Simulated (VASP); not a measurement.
# GaN (Fm-3m) in VASP: Born charges and dielectric tensor with LDA

Aim: the Born charges and dielectric tensor of GaN with LDA.

All numbers are computed with VASP 6.6.1; they aren't measurements. Logs are shortened: lines on timing, memory, paths and dates and some standing lists are left out, and cuts for length are marked.

### 1 Starting point

It takes space group Fm-3m (No. 225, cubic). The conventional cell has a = 4.222 Å, b = 4.222 Å, c = 4.222 Å, α = 90.00°, β = 90.00°, γ = 90.00°. Around Ga (site symmetry m-3m) lie 6 N at 2.11 Å. Around N (site symmetry m-3m) lie 6 Ga at 2.11 Å.

Measurements of this composition are mostly on another form, of space group No. 186.

### 2 Born charges and dielectric tensor, LDA

The input, INCAR:

```
SYSTEM = GaN
PREC = Accurate
ENCUT = 600
EDIFF = 1E-8
ISMEAR = 0
SIGMA = 0.02
LREAL = .False.
LASPH = .True.
NELM = 100
ALGO = Fast
ISIF = 2
LWAVE = .False.
LCHARG = .False.
LEPSILON = .True.
IBRION = 8
NSW = 1
```

The input, KPOINTS:

```
regular mesh
0
Gamma
  14 14 14
  0 0 0
```

The input, POSCAR:

```
GaN
1.0
    0.0000000000      2.1108000000      2.1108000000
    2.1108000000      0.0000000000      2.1108000000
    2.1108000000      2.1108000000      0.0000000000
Ga N
1 1
Direct
    0.0000000000      0.0000000000      0.0000000000
    0.5000000000      0.5000000000      0.5000000000
```

Potentials or basis: VASP PAW LDA potentials, release 64 (Ga_d, N).

The run is started by

```sh
cat potpaw_LDA.64/Ga_d/POTCAR potpaw_LDA.64/N/POTCAR > POTCAR
mpirun -np 1 vasp_std > vasp.out
```

OUTCAR:

```text
SYSTEM = GaN
   PREC = Accurate
   ENCUT = 600
   EDIFF = 1E-8
   ISMEAR = 0
   LREAL = .False.
   LASPH = .True.
   NELM = 100
   ISIF = 2
   LEPSILON = .True.
   IBRION = 8
   NSW = 1

 ion  position               nearest neighbor table
   1  0.000  0.000  0.000-   2 2.11   2 2.11   2 2.11   2 2.11   2 2.11   2 2.11
   2  0.500  0.500  0.500-   1 2.11   1 2.11   1 2.11   1 2.11   1 2.11   1 2.11

  LATTYP: Found a face centered cubic cell.
 ALAT       =     4.2216000000

  Lattice vectors:

 A1 = (   0.0000000000,   2.1108000000,   2.1108000000)
 A2 = (   2.1108000000,   0.0000000000,   2.1108000000)
 A3 = (   2.1108000000,   2.1108000000,   0.0000000000)

Analysis of symmetry for initial positions (statically):
=====================================================================
 Subroutine PRICEL returns:
 Original cell was already a primitive cell.

 Routine SETGRP: Setting up the symmetry group for a
 face centered cubic supercell.

 Subroutine GETGRP returns: Found 48 space group operations
 (whereof 48 operations were pure point group operations)
 out of a pool of 48 trial point group operations.

The static configuration has the point symmetry O_h .

Analysis of symmetry for dynamics (positions and initial velocities):
=====================================================================
 Subroutine PRICEL returns:
 Original cell was already a primitive cell.

 Routine SETGRP: Setting up the symmetry group for a
 face centered cubic supercell.

 Subroutine GETGRP returns: Found 48 space group operations
 (whereof 48 operations were pure point group operations)
 out of a pool of 48 trial point group operations.

The dynamic configuration has the point symmetry O_h .

 Subroutine INISYM returns: Found 48 space group operations
 (whereof 48 operations are pure point group operations),
 and found     1 'primitive' translations

----------------------------------------------------------------------------------------

                                     Primitive cell

  volume of cell :      18.8092

  direct lattice vectors                    reciprocal lattice vectors
     0.000000000  2.110800000  2.110800000    -0.236877013  0.236877013  0.236877013
     2.110800000  0.000000000  2.110800000     0.236877013 -0.236877013  0.236877013
     2.110800000  2.110800000  0.000000000     0.236877013  0.236877013 -0.236877013

  length of vectors
     2.985121987  2.985121987  2.985121987     0.410283022  0.410283022  0.410283022

  position of ions in fractional coordinates (direct lattice)
     0.000000000  0.000000000  0.000000000
     0.500000000  0.500000000  0.500000000

  ion indices of the primitive-cell ions
   primitive index   ion index
                 1           1
                 2           2

----------------------------------------------------------------------------------------

 KPOINTS: regular mesh

Automatic generation of k-mesh.
 Grid dimensions read from file:
 generate k-points for:   14   14   14

 Generating k-lattice:

  Cartesian coordinates                     Fractional coordinates (reciprocal lattice)
    -0.016919787  0.016919787  0.016919787     0.071428571  0.000000000  0.000000000
[... 536 lines left out ...]
  free energy    TOTEN  =        -0.38518330 eV

  energy without entropy =       -0.38518330

------------------------ aborting loop because EDIFF is reached ----------------------------------------

--------------------------------------- Ionic step        2  -------------------------------------------

------------------------ aborting loop because EDIFF is reached ----------------------------------------

--------------------------------------- Ionic step        3  -------------------------------------------

------------------------ aborting loop because EDIFF is reached ----------------------------------------

 PIEZOELECTRIC TENSOR FIELD DIRECTION 3  (e Angst)
 -----------------------------------------------------------------------------
    -0.00011  0.00000 -0.00000           ( -0.00003  0.00000 -0.00000)
     0.00000 -0.00011  0.00000           (  0.00000 -0.00003  0.00000)
     0.00000 -0.00000  0.00027           ( -0.00000  0.00000 -0.00003)

 PIEZOELECTRIC TENSOR FIELD DIRECTION 3  (C/m^2)
 -----------------------------------------------------------------------------
    -0.00009  0.00000 -0.00000
     0.00000 -0.00009  0.00000
     0.00000 -0.00000  0.00023

--------------------------------------- Ionic step        4  -------------------------------------------

------------------------ aborting loop because EDIFF is reached ----------------------------------------

[... ionic steps 5 to 6 ...]

--------------------------------------- Ionic step        7  -------------------------------------------

 Free energy of the ion-electron system (eV)
  ---------------------------------------------------
  ---------------------------------------------------
  free energy    TOTEN  =        -0.22747128 eV

  energy without entropy =       -0.22747128

------------------------ aborting loop because EDIFF is reached ----------------------------------------

 INTERNAL STRAIN TENSOR  FOR ION    2  DIRECTION 1   (eV/Angst):
 -----------------------------------------------------------------------------
    -0.09783 -0.00000 -0.00000
     0.00000  0.01736  0.00000
     0.00000  0.00000  0.01736

 MACROSCOPIC STATIC DIELECTRIC TENSOR (including local field effects in DFT)
 ------------------------------------------------------
           8.115074    -0.000000     0.000000
          -0.000000     8.115074     0.000000
          -0.000000     0.000000     8.115074
 ------------------------------------------------------

 PIEZOELECTRIC TENSOR (including local field effects)  for field in x, y, z        (e  Angst)
          XX          YY          ZZ          XY          YZ          ZX
  --------------------------------------------------------------------------------
  x     0.00000     0.00000     0.00000     0.00000     0.00000     0.00000
  y     0.00000     0.00000     0.00000     0.00000     0.00000     0.00000
  z     0.00000     0.00000     0.00000     0.00000     0.00000     0.00000

 PIEZOELECTRIC TENSOR (including local field effects)  for field in x, y, z        (C/m^2)
          XX          YY          ZZ          XY          YZ          ZX
  --------------------------------------------------------------------------------
  x     0.00000     0.00000     0.00000     0.00000     0.00000     0.00000
  y     0.00000     0.00000     0.00000     0.00000     0.00000     0.00000
  z     0.00000     0.00000     0.00000     0.00000     0.00000     0.00000

 BORN EFFECTIVE CHARGES (including local field effects) (in |e|, cummulative output)
 ---------------------------------------------------------------------------------
 ion    1
    1     3.55740    -0.00000     0.00000
    2     0.00000     3.55740    -0.00000
    3     0.00000     0.00000     3.55740
 ion    2
    1    -3.55740     0.00000    -0.00000
    2    -0.00000    -3.55740     0.00000
    3    -0.00000    -0.00000    -3.55740

 INTERNAL STRAIN TENSOR FOR ION    2 for displacements in x,y,z  (eV/Angst):
          X           Y           Z          XY          YZ          ZX
  --------------------------------------------------------------------------------
  x     0.00000     0.00000     0.00000     0.00000     0.00000     0.00000
  y     0.00000     0.00000     0.00000     0.00000     0.00000     0.00000
  z     0.00000     0.00000     0.00000     0.00000     0.00000     0.00000

 SECOND DERIVATIVES (NOT SYMMETRIZED)
 ------------------------------------
               1X          1Y          1Z          2X          2Y          2Z
  1X    -2.225628    0.000000    0.000000    2.225628    0.000000    0.000000
  1Y     0.000000   -2.225628    0.000000    0.000000    2.225628    0.000000
  1Z     0.000000    0.000000   -2.225628    0.000000    0.000000    2.225628
  2X     2.213405    0.000000    0.000000   -2.213405    0.000000    0.000000
  2Y     0.000000    2.213405    0.000000    0.000000   -2.213405    0.000000
  2Z     0.000000    0.000000    2.213405    0.000000    0.000000   -2.213405

 Eigenvectors and eigenvalues of the dynamical matrix
 ----------------------------------------------------

   1 f  =    6.814583 THz    42.817287 2PiTHz  227.310016 cm-1    28.182837 meV
             X         Y         Z           dx          dy          dz
      0.000000  0.000000  0.000000     0.000000    0.000000    0.409874
      2.110800  2.110800  2.110800     0.000000   -0.000000   -0.912142
[... 21 lines left out ...]
   6 f/i=    0.007015 THz     0.044079 2PiTHz    0.234010 cm-1     0.029014 meV
             X         Y         Z           dx          dy          dz
      0.000000  0.000000  0.000000     0.866497    0.280993   -0.047206
      2.110800  2.110800  2.110800     0.389364    0.126265   -0.021212

--------------------------------------------------------------------------------------------------------

 MACROSCOPIC STATIC DIELECTRIC TENSOR IONIC CONTRIBUTION
 ------------------------------------------------------
          54.853070    -0.000000     0.000000
          -0.000000    54.853070     0.000000
           0.000000     0.000000    54.853070
 ------------------------------------------------------

 ELASTIC MODULI CONTR FROM IONIC RELAXATION (kBar)
 Direction    XX          YY          ZZ          XY          YZ          ZX
 --------------------------------------------------------------------------------
 XX           0.0000      0.0000      0.0000      0.0000      0.0000      0.0000
 YY           0.0000      0.0000      0.0000      0.0000      0.0000      0.0000
 ZZ           0.0000      0.0000      0.0000      0.0000      0.0000      0.0000
 XY           0.0000      0.0000      0.0000      0.0000      0.0000      0.0000
 YZ           0.0000      0.0000      0.0000      0.0000      0.0000      0.0000
 ZX           0.0000      0.0000      0.0000      0.0000      0.0000      0.0000
 --------------------------------------------------------------------------------

 PIEZOELECTRIC TENSOR IONIC CONTR  for field in x, y, z        (C/m^2)
          XX          YY          ZZ          XY          YZ          ZX
  --------------------------------------------------------------------------------
  x     0.00000     0.00000     0.00000     0.00000     0.00000     0.00000
  y     0.00000     0.00000     0.00000     0.00000     0.00000     0.00000
  z     0.00000     0.00000     0.00000     0.00000     0.00000     0.00000
```

It took 6.5 min on 1 thread of AMD EPYC 9R14 (Zen 4), shared host; peak memory 0.29 GiB.

Results:

```
Band gap on the k mesh                                  : 0.44 eV, indirect (least direct gap 2.88 eV)
Electronic dielectric tensor (diagonal)                 : 8.12
Born charges (mean of the diagonal)                     : Ga +3.56; N -3.56 e
Highest phonon frequency at Γ, LO-TO splitting left out : 227 cm⁻¹
```

Phonon frequencies in cm⁻¹ (negative: imaginary):
```csv
q point,frequencies
"(0.000, 0.000, 0.000)",0 0 0 227 227 227
```

Electronic dielectric tensor:
```
8.12 0.00 0.00
0.00 8.12 0.00
0.00 0.00 8.12
```

Born effective charge tensors (e):
atom 1, Ga
```
3.56 0.00 0.00
0.00 3.56 0.00
0.00 0.00 3.56
```
atom 2, N
```
-3.56  0.00  0.00
 0.00 -3.56  0.00
 0.00  0.00 -3.56
```

Caveat: the gap is small at this level, which inflates the dielectric constant. Expect the measured gap to be larger: semilocal functionals such as LDA lack the derivative discontinuity.
